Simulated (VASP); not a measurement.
# Sn: relaxation of cell and atoms with PBEsol

The system is Sn.

```
Sn
1.0
    -2.91615    2.91615    1.59115
     2.91615   -2.91615    1.59115
     2.91615    2.91615   -1.59115
Sn
2
Direct
  0.00000 0.00000 0.00000
  0.75000 0.25000 0.50000
```

- Program: VASP 6.6.1
- Task: relaxation of cell and atoms
- Functional: PBEsol
- Potentials or basis: VASP PAW PBE potentials, release 64 (Sn_d)
- Cutoff: 300 eV
- k mesh: 16 × 16 × 16
- Occupations: gaussian, width 0.1 eV
- Spin: no spin polarisation
- Further INCAR settings: ALGO = Normal; EDIFF = 1e-07; IBRION = 2; EDIFFG = -0.005; NSW = 90; ISIF = 3

* Relaxed volume: 26.62 Å³/atom
* Relaxed cell: a = 4.406 Å, b = 4.406 Å, c = 4.406 Å, α = 97.30°, β = 97.30°, γ = 138.23°
* Space group after relaxing (to 0.05 Å): I4_1/amd (No. 141)
* Energy gained by relaxing: 1.7 meV/atom
* Ionic steps: 5
* Pressure after relaxing: 0.0 GPa
* Band gap on the k mesh: none (metal or under the smearing width)

Step by step:
```tsv
step	energy change (eV)	largest force (eV/Å)	pressure (GPa)	volume (Å³)
1	0.0000	0.0000	-0.87	54.12
2	-0.0030	0.0000	0.30	52.98
3	-0.0031	0.0000	0.09	53.17
4	-0.0034	0.0000	0.02	53.22
5	-0.0034	0.0000	0.01	53.24
```

Final structure:
```
Sn
1.0
    -2.91109    2.91109    1.57072
     2.91109   -2.91109    1.57072
     2.91109    2.91109   -1.57072
Sn
2
Cartesian
  0.0000 0.0000 0.0000
  0.0000 2.9111 0.7854
```

Levels at points of the mesh, in eV from the Fermi level:
| k point | band 11 | band 12 | band 13 | band 14 | band 15 | band 16 | band 17 | band 18 |
| --- | --- | --- | --- | --- | --- | --- | --- | --- |
| (0.00, 0.00, 0.00) | -11.30 | -3.70 | -2.07 | -2.07 | 2.89 | 6.22 | 6.22 | 7.11 |
| (0.50, 0.00, 0.00) | -6.92 | -5.45 | -2.34 | -1.79 | -1.14 | 2.23 | 2.87 | 4.75 |
| (0.50, 0.50, 0.00) | -9.04 | -9.04 | 0.54 | 0.54 | 1.52 | 1.52 | 6.23 | 6.23 |
| (0.50, 0.50, 0.50) | -7.66 | -7.66 | -4.94 | -4.94 | 5.27 | 5.27 | 9.42 | 9.42 |

Wall time 4.6 min on 1 thread of Intel(R) Xeon(R) 6975P-C (Granite Rapids), with other jobs on the host, peak memory 0.26 GiB.

Caveat: the PAW data sets were made with another functional, which shifts forces and pressure a little.
